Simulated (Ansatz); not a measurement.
The slice is one period of a {110} plane through atoms; its size isn't given.

These are PBEsol (plane waves to 420 eV, PAW, scalar-relativistic; Ansatz, a program for electronic structure) values and carry that method's errors. Near the nuclei the fields are pseudised (PAW); where an atom keeps semicore shells as valence, they peak there.

```
|7777776655444444444444444455667777|
|7777665555445555555555554455556677|
|6666555555556677777777665555555566|
|5555444455557788888888775555444455|
|4444444455668899999999886655444444|
|3333334455668899999999886655443333|
|2222223344668899999999886644332222|
|1111223344557788888888775544332211|
|1111112233446677777777664433221111|
|0011112233334455555555443333221111|
|0000111122223344444444332222111100|
|0000001111222222333322222211110000|
|0000000011111122222222111111000000|
|0000000000111111111111111100000000|
|1111110000000000000000000000001111|
|1111111100000000000000000000111111|
|2222221111000000000000000011112222|
|3333222211110000000000001111222233|
|4444333322110000000000001122333344|
|5555443333221100000000112233334455|
|6666554433222211000011222233445566|
|7777665544332211111111223344556677|
|7777776655333322222222333355667777|
|7777776655443333333333334455667777|
```
Scale: ten equal steps from -1.58 (start of '0') to 1.10 (end of '9'), in the order '0123456789'. Values: log₁₀ of the valence density in e/Å³. The map has 17 points along u (two characters each, u = 0 at the left) and 24 along v (v = 0 in the bottom row). The scale is logarithmic, as a density can span decades between atoms and voids.

```
|xx89842122124898x|
|78996222222226998|
|99973222112223799|
|99742210000122479|
|7642220xxxx022246|
|4421220xxxx022124|
|2211220xxxx022112|
|11122320000232211|
|00112332112332110|
|00112222222222110|
|00011112222111100|
|00001111111111000|
|00000001111000000|
|00000000000000000|
|00000000000000000|
|11000000000000001|
|22110000000000112|
|44321000000001234|
|76642100000012466|
|99864210000124689|
|99986420000246899|
|78998521001258998|
|xx89863111136898x|
|xx79963111136997x|
```
Scale: ten equal steps from 0.02 (start of '0') to 0.83 (end of '9'), in the order '0123456789'. Values: electron localisation function (ELF). The map has 17 points along u (one character each, u = 0 at the left) and 24 along v (v = 0 in the bottom row). Points within 0.4 Å of a nucleus are blanked (x), as the pseudised field means little there.

### Question
Which relaxed crystal do these maps come from?
A) GaAs (zinc blende)
B) InN (zinc blende)
C) CuCl (zinc blende)
D) AgI (zinc blende)

### Answer
B, InN (zinc blende). Atoms on the slice: N at (0.00, 0.00); In at (0.50, 0.75)

All were relaxed with their symmetry unable to fall. At this level the bands of InN touch or barely overlap; measurements give the solid a gap. CuCl is run without spin polarisation. Spin-orbit coupling is left out.
